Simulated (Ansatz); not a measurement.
# SnP3(010) slab with F (97 atoms): support functions against a reference, part 2 of 3

Wanted: errors and times of a linear-scaling basis for SnP3(010) slab with F (97 atoms). A setting counts as converged where the r.m.s. difference of forces stays under 1 % of the r.m.s. force.

Ansatz 0.2.0; Kohn-Sham DFT, PBE+D3(BJ), PAW (set soft_2), plane waves.

The cell: 24 Sn, 72 P and 1 F. Beside vacuum, support functions can miss their usual error bounds without a warning. Sampling is at Γ alone, for a cell whose shortest periodic width is 11 Å.

So far. Step 4 (Support functions medium): The refusal is over memory: the job needs 8.03 GiB where 8.00 GiB were allowed.

**5. Support functions low**

With localised support functions most steps grow linearly with size, though the diagonalisation grows faster unless the density matrix is cut; this run measures error and cost at this size.

This step: Kohn-Sham DFT, PBE+D3(BJ), PAW (set soft_2), localised support functions (low) (Ansatz 0.2.0).

The input, input.yaml:

```yaml
crystal:
  lattice:
    - [14.757, 0.0, 0.0]
    - [0.0, 10.5125, 0.0]
    - [0.0, 0.0, 28.60232]
  atoms:
    [... the 97 atom lines of step 2 ...]
kpoints:
  mp_grid: { grid: [1, 1, 1] }
hamiltonian:
  xc: pbe
  dispersion: d3bj
scf:
  occupations: { method: fermi_dirac, width: 0.05 }
  eigensolver: { kind: { support_functions: { accuracy: low } } }
  mixing: { beta: 0.2 }
  max_iter: 150
output:
  forces: true
```

On the command line:

```sh
$ ansatz run input.yaml --threads 4 --pin off --max-ram 8192MiB --backend cpu --events-out ev --progress --plain --runs-dir out
```

Numbers of over 12 decimals in the logs are rounded to 6 here.

Log:

```text
[...]
Crystal: 97 atoms, lattice volume = 4437.163 Å³
Basis set: ecut = 420 eV, 86785 PW (Γ), exchange–correlation on 240×150×432 points (8 copies of the dense FFT grid, shifted against one another)
Bands: 422, of which v1, the nominal top of the filled ones, is band 352 counted from 1 (351 counted from 0)
Symmetry: 1 space group operations
k-points: 1
[...]
SCF iter   1: F=—  HF=-199737.470107 eV  |F-HF|=—  |Δ(HF+E_count)|=         —  Δρ=2.33e-2  dr2=4.69e1  ethr=1.00e-1
[...]
SCF iter  18: F=—  HF=-199812.875429 eV  |F-HF|=—  |Δ(HF+E_count)|=   1.04e-3  Δρ=1.75e-5  dr2=4.08e-5  ethr=1.40e-8  κ⁻¹=2.5e-4(r=7)
SCF iter  19: F=-199812.876791 eV  HF=-199812.876290 eV  |F-HF|=5.00e-4  |Δ(HF+E_count)|=   8.62e-4  Δρ=9.96e-6  dr2=1.75e-5  ethr=5.80e-9
SCF 1 converged in 19 iterations: F = -199812.898839 eV  dr2 = 1.75e-5
[...]
SCF converged after 19 iterations
Stability not checked: this state was not tested for a lower state beside it, because the mixer in use, unlike msr1, does not test its closes by its own steps (another_mixer; see scf.mixing.algorithm and scf.lower_state_search)
Free energy (F): -199812.898839 eV
[...]
Internal energy: -199812.595919 eV  (E = F + TS)
E sigma→0 (E₀):  -199812.747379 eV
Entropy (-TS):   -0.302921 eV (-3.123 meV/atom)
Fermi energy:    1.263053 eV
[...]
Σ components = -199812.898839   (vs F -199812.898839, Δ=0.00e0)
--- Forces (eV/Å), atoms counted from 1 ---
  atom   1  Sn    -0.29928256    -0.14066159     0.08743580
  atom   2  Sn     0.07118375     0.16427247    -0.60483326
  atom   3  Sn     0.46932456     0.89793998    -0.45611219
  atom   4  Sn     0.16640711     0.11881801     0.20359296
[...]
atom  97  F      0.82670195     1.73209892     5.30757942
  max |Σ_I F_I| component: 1.33e-3 eV/Å
--- Band table (eV) ---
[...]
guard bands above this table: 60 of the run's 422 bands (output.publish_guard_bands: true publishes all)
[...]
```

Wall time 8 min (4 threads of Arm Neoverse N1, shared host); peak memory 7 GiB; 31 min of CPU time.

The program notes that the band table was not solved further than the SCF left it and it switched symmetry off. Further notices: vacuum switching off with vacuum.

Keys that differ from the reference: support_functions.accuracy = "low", scf.max_iter = 150 and scf.mixing.beta = 0.2.

Forces differ from the reference by 0.59 meV/Å r.m.s., 0.096 % of their size, well within a tolerance of 1 %; the energy by -0.80 meV/atom. It took 8 min and 19 cycles; the reference's time can't be set against it, since the two runs asked for unlike analyses. The two runs also began from different starting densities, which bears on cycles and time.

**6. Support functions medium, spacing 0.327 Å**

The grid spacing sets how fine a wave the support functions can hold. Besides, the program derives a nominal cutoff of 631 eV for this run, against the reference's 420.

This step: Kohn-Sham DFT, PBE+D3(BJ), PAW (set soft_2), localised support functions (medium) (Ansatz 0.2.0).

input.yaml, the sections that differ from step 5:

```yaml
scf:
  occupations: { method: fermi_dirac, width: 0.05 }
  eigensolver: { kind: { support_functions: { accuracy: medium, spacing: 0.327 } } }
  mixing: { beta: 0.2 }
  max_iter: 150
# crystal, kpoints, hamiltonian, output: as in step 5
```

Log:

```text
[...]
Crystal: 97 atoms, lattice volume = 4437.163 Å³
Basis set: ecut = 631 eV, 159787 PW (Γ), exchange–correlation on 250×180×480 points (8 copies of the dense FFT grid, shifted against one another)
Bands: 422, of which v1, the nominal top of the filled ones, is band 352 counted from 1 (351 counted from 0)
Symmetry: 1 space group operations
k-points: 1
[...]
SCF iter   1: F=—  HF=-199733.548442 eV  |F-HF|=—  |Δ(HF+E_count)|=         —  Δρ=2.31e-2  dr2=4.70e1  ethr=1.00e-1
[...]
SCF iter  29: F=-199812.958840 eV  HF=-199812.958838 eV  |F-HF|=2.75e-6  |Δ(HF+E_count)|=   3.79e-4  Δρ=2.88e-7  dr2=1.36e-8  ethr=5.49e-12
SCF 1 converged in 29 iterations: F = -199812.974829 eV  dr2 = 1.36e-8
[...]
SCF converged after 29 iterations
[...]
Free energy (F): -199812.974829 eV
[...]
Internal energy: -199812.671835 eV  (E = F + TS)
E sigma→0 (E₀):  -199812.823332 eV
Entropy (-TS):   -0.302994 eV (-3.124 meV/atom)
Fermi energy:    1.264780 eV
[...]
--- Forces (eV/Å), atoms counted from 1 ---
  atom   1  Sn    -0.29950098    -0.14810180     0.09559505
  atom   2  Sn     0.06758670     0.16880904    -0.60237980
  atom   3  Sn     0.46658426     0.88898814    -0.46267917
  atom   4  Sn     0.16348392     0.12652070     0.19334861
  atom   5  Sn     0.56447200    -0.13492268    -0.08246617
  atom   6  Sn    -0.06732696    -0.84551015     0.79646592
  atom   7  P     -0.14546133    -0.71190601    -0.06793467
  atom   8  P      0.17885815    -0.20454650     0.19889767
  atom   9  P      0.46955872    -0.44265590    -0.51939876
  atom  10  P     -0.18211470    -0.75260816     0.01252370
  atom  11  P     -0.18936970    -0.05658908     0.04329067
  atom  12  P     -0.20296727    -0.18828824    -0.05412476
  atom  13  P      0.04620838     0.25275948     0.14026221
  atom  14  P      0.09744919    -0.22169679    -0.07291141
[...]
atom  96  P     -1.75834038    -0.74194829    -1.86259619
  atom  97  F      0.79383633     1.75913681     5.27996496
  max |Σ_I F_I| component: 7.09e-2 eV/Å
--- Band table (eV) ---
[...]
```

Wall time 5.4 min (4 threads); peak memory 4.9 GiB.

The program notes that the grid leaves an egg-box force.

Forces differ from the reference by 6.5 meV/Å r.m.s., 1.1 % of their size, over a tolerance of 1 %; the energy by -1.6 meV/atom. It took 5.4 min and 29 cycles; the reference's time can't be set against it, since the two runs asked for unlike analyses. The two runs also began from different starting densities, which bears on cycles and time. The setting is coarser than the default on purpose.

**7. Support functions medium, spacing 0.272 Å**

The grid spacing sets how fine a wave the support functions can hold. Besides, the program derives a nominal cutoff of 631 eV for this run, against the reference's 420.

input.yaml, the sections that differ from step 6:

```yaml
scf:
  occupations: { method: fermi_dirac, width: 0.05 }
  eigensolver: { kind: { support_functions: { accuracy: medium, spacing: 0.272 } } }
  mixing: { beta: 0.2 }
  max_iter: 150
# crystal, kpoints, hamiltonian, output: as in step 6
```

Log:

```text
[...]
Crystal: 97 atoms, lattice volume = 4437.163 Å³
Basis set: ecut = 631 eV, 159787 PW (Γ), exchange–correlation on 250×180×480 points (8 copies of the dense FFT grid, shifted against one another)
Bands: 422, of which v1, the nominal top of the filled ones, is band 352 counted from 1 (351 counted from 0)
Symmetry: 1 space group operations
k-points: 1
[...]
SCF iter   1: F=—  HF=-199736.618072 eV  |F-HF|=—  |Δ(HF+E_count)|=         —  Δρ=2.34e-2  dr2=4.72e1  ethr=1.00e-1
[...]
SCF iter  22: F=-199812.922185 eV  HF=-199812.922006 eV  |F-HF|=1.80e-4  |Δ(HF+E_count)|=   5.36e-5  Δρ=3.67e-6  dr2=1.93e-6  ethr=4.19e-10
SCF 1 converged in 22 iterations: F = -199812.943170 eV  dr2 = 1.93e-6
[...]
SCF converged after 22 iterations
[...]
Free energy (F): -199812.943170 eV
[...]
Internal energy: -199812.640234 eV  (E = F + TS)
E sigma→0 (E₀):  -199812.791702 eV
Entropy (-TS):   -0.302936 eV (-3.123 meV/atom)
Fermi energy:    1.264277 eV
[...]
--- Forces (eV/Å), atoms counted from 1 ---
  atom   1  Sn    -0.29984751    -0.14012247     0.09225963
  atom   2  Sn     0.07069300     0.16405370    -0.60212420
  atom   3  Sn     0.46894488     0.89843164    -0.45339176
  atom   4  Sn     0.16583485     0.11884676     0.20494793
  atom   5  Sn     0.56622529    -0.12517862    -0.07941228
  atom   6  Sn    -0.06522075    -0.85405774     0.78041201
  atom   7  P     -0.14907301    -0.70860059    -0.06303413
  atom   8  P      0.18153336    -0.20283440     0.20104712
  atom   9  P      0.46586151    -0.43996647    -0.51422668
  atom  10  P     -0.18336997    -0.75621885     0.01425186
  atom  11  P     -0.19133962    -0.05871206     0.04375149
  atom  12  P     -0.20071515    -0.18883327    -0.05400107
  atom  13  P      0.04214174     0.25637379     0.14271479
  atom  14  P      0.09991806    -0.22116079    -0.07469822
[...]
atom  96  P     -1.75163032    -0.73394968    -1.86687364
  atom  97  F      0.80293303     1.73283666     5.29841748
  max |Σ_I F_I| component: 5.88e-2 eV/Å
--- Band table (eV) ---
[...]
```

The job ended after 5.4 min (4 threads; peak memory 5.9 GiB).

Forces differ from the reference by 2.1 meV/Å r.m.s., 0.34 % of their size, within a tolerance of 1 %; the energy by -1.3 meV/atom. It took 5.4 min and 22 cycles; the reference's time can't be set against it, since the two runs asked for unlike analyses. The two runs also began from different starting densities, which bears on cycles and time. The setting is coarser than the default on purpose.

**8. Support functions medium, spacing 0.236 Å**

The grid spacing sets how fine a wave the support functions can hold. Besides, the program derives a nominal cutoff of 631 eV for this run, against the reference's 420.

input.yaml, the sections that differ from step 7:

```yaml
scf:
  occupations: { method: fermi_dirac, width: 0.05 }
  eigensolver: { kind: { support_functions: { accuracy: medium, spacing: 0.236 } } }
  mixing: { beta: 0.2 }
  max_iter: 150
# crystal, kpoints, hamiltonian, output: as in step 7
```

Log:

```text
[...]
Crystal: 97 atoms, lattice volume = 4437.163 Å³
Basis set: ecut = 631 eV, 159787 PW (Γ), exchange–correlation on 250×180×480 points (8 copies of the dense FFT grid, shifted against one another)
Bands: 422, of which v1, the nominal top of the filled ones, is band 352 counted from 1 (351 counted from 0)
Symmetry: 1 space group operations
k-points: 1
[...]
SCF iter   1: F=—  HF=-199737.245859 eV  |F-HF|=—  |Δ(HF+E_count)|=         —  Δρ=2.33e-2  dr2=4.70e1  ethr=1.00e-1
[...]
SCF iter  22: F=-199812.879092 eV  HF=-199812.878973 eV  |F-HF|=1.19e-4  |Δ(HF+E_count)|=   6.19e-5  Δρ=2.85e-6  dr2=1.02e-6  ethr=2.94e-10
SCF 1 converged in 22 iterations: F = -199812.899160 eV  dr2 = 1.02e-6
[...]
SCF converged after 22 iterations
[...]
Free energy (F): -199812.899160 eV
[...]
Internal energy: -199812.596181 eV  (E = F + TS)
E sigma→0 (E₀):  -199812.747671 eV
Entropy (-TS):   -0.302979 eV (-3.123 meV/atom)
Fermi energy:    1.263898 eV
[...]
--- Forces (eV/Å), atoms counted from 1 ---
  atom   1  Sn    -0.29964012    -0.14003101     0.08767210
  atom   2  Sn     0.07107744     0.16432223    -0.60498881
  atom   3  Sn     0.46931271     0.89836989    -0.45625307
  atom   4  Sn     0.16654132     0.11879877     0.20316541
  atom   5  Sn     0.56632516    -0.12530343    -0.08211015
  atom   6  Sn    -0.06502629    -0.85425038     0.78143528
  atom   7  P     -0.14863785    -0.70863823    -0.06340065
  atom   8  P      0.18230261    -0.20248406     0.20077134
  atom   9  P      0.46627740    -0.44063580    -0.51555961
  atom  10  P     -0.18322894    -0.75587501     0.01312276
  atom  11  P     -0.19118069    -0.05856669     0.04338281
  atom  12  P     -0.20020937    -0.18895176    -0.05251811
  atom  13  P      0.04257327     0.25638463     0.14178136
  atom  14  P      0.10066783    -0.22103229    -0.07552593
[...]
atom  96  P     -1.75250629    -0.73509144    -1.86632802
  atom  97  F      0.82679202     1.73313051     5.30458631
  max |Σ_I F_I| component: 3.14e-3 eV/Å
--- Band table (eV) ---
[...]
```

It took 6.7 min on 4 threads; peak memory 6.6 GiB; 26 min of CPU time.

Forces differ from the reference by 0.69 meV/Å r.m.s., 0.11 % of their size, well within a tolerance of 1 %; the energy by -0.81 meV/atom. It took 6.7 min and 22 cycles; the reference's time can't be set against it, since the two runs asked for unlike analyses. The two runs also began from different starting densities, which bears on cycles and time. The setting is coarser than the default on purpose.

**9. Support functions medium, spacing 0.209 Å**

The grid spacing sets how fine a wave the support functions can hold. Besides, the program derives a nominal cutoff of 631 eV for this run, against the reference's 420.

input.yaml, the sections that differ from step 8:

```yaml
scf:
  occupations: { method: fermi_dirac, width: 0.05 }
  eigensolver: { kind: { support_functions: { accuracy: medium, spacing: 0.209 } } }
  mixing: { beta: 0.2 }
  max_iter: 150
# crystal, kpoints, hamiltonian, output: as in step 8
```

Log:

```text
[...]
Crystal: 97 atoms, lattice volume = 4437.163 Å³
Basis set: ecut = 631 eV, 159787 PW (Γ), exchange–correlation on 250×180×480 points (8 copies of the dense FFT grid, shifted against one another)
Bands: 422, of which v1, the nominal top of the filled ones, is band 352 counted from 1 (351 counted from 0)
Symmetry: 1 space group operations
k-points: 1
[...]
SCF iter   1: F=—  HF=-199737.250066 eV  |F-HF|=—  |Δ(HF+E_count)|=         —  Δρ=2.33e-2  dr2=4.70e1  ethr=1.00e-1
[...]
SCF iter  21: F=—  HF=-199812.880510 eV  |F-HF|=—  |Δ(HF+E_count)|=   8.99e-5  Δρ=4.74e-6  dr2=3.75e-6  ethr=9.07e-10  κ⁻¹=2.3e-5(r=7)
SCF iter  22: F=-199812.880758 eV  HF=-199812.880612 eV  |F-HF|=1.46e-4  |Δ(HF+E_count)|=   1.02e-4  Δρ=3.61e-6  dr2=1.66e-6  ethr=5.33e-10
SCF 1 converged in 22 iterations: F = -199812.899794 eV  dr2 = 1.66e-6
[...]
SCF converged after 22 iterations
[...]
Free energy (F): -199812.899794 eV
[...]
Internal energy: -199812.596787 eV  (E = F + TS)
E sigma→0 (E₀):  -199812.748291 eV
Entropy (-TS):   -0.303007 eV (-3.124 meV/atom)
Fermi energy:    1.263999 eV
[...]
Σ components = -199812.899794   (vs F -199812.899794, Δ=0.00e0)
--- Forces (eV/Å), atoms counted from 1 ---
  atom   1  Sn    -0.29968470    -0.14032412     0.08756527
  atom   2  Sn     0.07107573     0.16426809    -0.60498742
  atom   3  Sn     0.46927150     0.89824530    -0.45613688
  atom   4  Sn     0.16647853     0.11907450     0.20321400
[...]
atom  97  F      0.82675100     1.73248318     5.30626023
  max |Σ_I F_I| component: 4.09e-3 eV/Å
--- Band table (eV) ---
[...]
```

Wall time 7.1 min (4 threads); peak memory 6.9 GiB.

Keys that differ from the reference: support_functions.accuracy = "medium", support_functions.spacing = 0.209, scf.max_iter = 150 and scf.mixing.beta = 0.2.

Forces differ from the reference by 0.62 meV/Å r.m.s., 0.10 % of their size, well within a tolerance of 1 %; the energy by -0.81 meV/atom. It took 7.1 min and 22 cycles; the reference's time can't be set against it, since the two runs asked for unlike analyses. The two runs also began from different starting densities, which bears on cycles and time.

Runs without a result: support functions medium (refused); support functions medium (refused).

**10. All settings compared**

Each row is set against the plane-wave reference (Kohn-Sham DFT, PBE+D3(BJ), PAW (set soft_2), plane waves; r.m.s. force component 0.613 eV/Å). Energies are set beside the reference only for runs with its functional, potentials and electron count. Times are for 4 threads of Arm Neoverse N1, shared host. The reference's time includes the DOS and grids, which some other runs skip.

```csv
run,"Δ force, r.m.s. (meV/Å)",share of r.m.s. force (%),Δ energy (meV/atom),cycles,time,host memory (GiB)
reference,-,-,-,12,3 min,5.3
support functions low,0.587,0.0958,-0.803,19,8 min,7.0
"support functions medium, spacing 0.327 Å",6.52,1.06,-1.59,29,5.4 min,4.9
"support functions medium, spacing 0.272 Å",2.11,0.344,-1.26,22,5.4 min,5.9
"support functions medium, spacing 0.236 Å",0.688,0.112,-0.807,22,6.7 min,6.6
"support functions medium, spacing 0.209 Å",0.623,0.102,-0.813,22,7.1 min,6.9
```

[end of part 2 of 3]

[Logs are printed without paths, hosts, clocks, repeated set-up lines and the standing remarks that a program may print on its own settings, such as how far it seeks lower states.]

[Hosts, paths, dates, database ids (printed as entryN), source tags and the programs' standing remarks are cut or masked in the printed files.]
